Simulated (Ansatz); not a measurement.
**4 guesses for GePt and where they end**

Theory: DFT PBE, scalar-relativistic, plane waves, PAW in Ansatz. Settings: cutoff 420 eV, Γ-centred meshes spaced at most about 0.3 Å⁻¹, and about 0.25 Å⁻¹ or finer for metals (2π included), Gaussian smearing. No spin polarisation in the final relaxations.

Each guess was relaxed in cell and atoms at zero pressure, within the symmetry of its start. All energies are static (0 K, no zero-point motion). Coordination counts Ge atoms around Pt (those within 1.25 times the shortest such distance or 1.15 times the sum of covalent radii).

```csv
guess,made from,start group,V start (Å³/atom),end group,V end (Å³/atom),coordination at the end,gap on mesh (eV),E over the lowest end (meV/atom)
1,PbSe type,Fm-3m,17.1,Fm-3m (rock salt),17.7,Pt 6,0,267
2,random cell,P6/mmm,17.2,?,?,?,?,?
3,a cell as deposited in COD,Pnma,16.1,Pnma (MnP),16.9,Pt 6,0,0
4,random cell,Cmmm,21.6,P6/mmm,17.3,Pt 2,0,451
```

Guess 2 as it starts:

```
CELL_PARAMETERS angstrom
4.19142 0.00000 0.00000
-2.09571 3.62988 0.00000
0.00000 0.00000 4.51733
ATOMIC_POSITIONS crystal
Ge 0.33333 0.66667 0.00000
Ge 0.66667 0.33333 0.00000
Pt 0.33333 0.66667 0.50000
Pt 0.66667 0.33333 0.50000
```

Question: Predict the end of this guess and its energy over the lowest end.

Answer: It ends in space group P6/mmm (No. 191), with a = 4.526 Å, c = 4.949 Å, 21.9 Å³/atom and no gap. It lies 0.62 eV/atom over the lowest end, above guess 4 and so the highest of the set. Counting Ge atoms around Pt, this end has Pt 2 and the lowest (guess 3) has Pt 6. This end holds Ge–Ge nets (shortest 2.61 Å); in the lowest (guess 3) the shortest Ge–Ge distance is 3.07 Å.

```cif
data_structure
_symmetry_space_group_name_H-M 'P6/mmm'
_symmetry_Int_Tables_number 191
_cell_length_a 4.5255
_cell_length_b 4.5255
_cell_length_c 4.9486
_cell_angle_alpha 90.000
_cell_angle_beta 90.000
_cell_angle_gamma 120.000
_cell_volume 87.77
loop_
_atom_site_label
_atom_site_type_symbol
_atom_site_symmetry_multiplicity
_atom_site_Wyckoff_symbol
_atom_site_fract_x
_atom_site_fract_y
_atom_site_fract_z
_atom_site_occupancy
Ge1 Ge 2 c 0.33333 0.66667 0.00000 1
Pt1 Pt 2 d 0.33333 0.66667 0.50000 1
```

The zero of energy is the elements' standard structures at the same level; no fitted shifts are applied.

Question: Is the lowest end bound against the elements?

Answer: Yes: its formation energy is −0.47 eV/atom. It lies below the elements, which doesn't yet make it stable against other compounds or structures.

Spin–orbit coupling, which can matter for Pt, is left out. Cells relaxed within their symmetry can be saddle points. Some candidate types were left out of the draw beforehand, so a known form may be missing.

The MnP-type end is clearly preferred, in line with the structure known for PtGe. The two ends with six Ge around Pt lie below the two with only two, which suggests that mixed Pt d-Ge p bonding supplies much of the cohesion. Coordination number alone can't explain the 267 meV/atom between rock salt and MnP type. The latter's lower symmetry allows uneven Pt-Ge bonds and Pt-Pt contacts, which suit a metallic compound of modest electronegativity difference better than a regular octahedral array.

Density doesn't set the order either: guess 4 is denser than rock salt yet lies higher. In guess 2, the Ge-Ge contacts of 2.61 Å are stretched well beyond a normal single bond, so the nets probably repay little of the Pt-Ge bonding lost in so open a cell. Set against the formation energy of −0.47 eV/atom, this end is unbound with respect to the elements, while rock salt remains bound and guess 4 is too close to the limit to call.
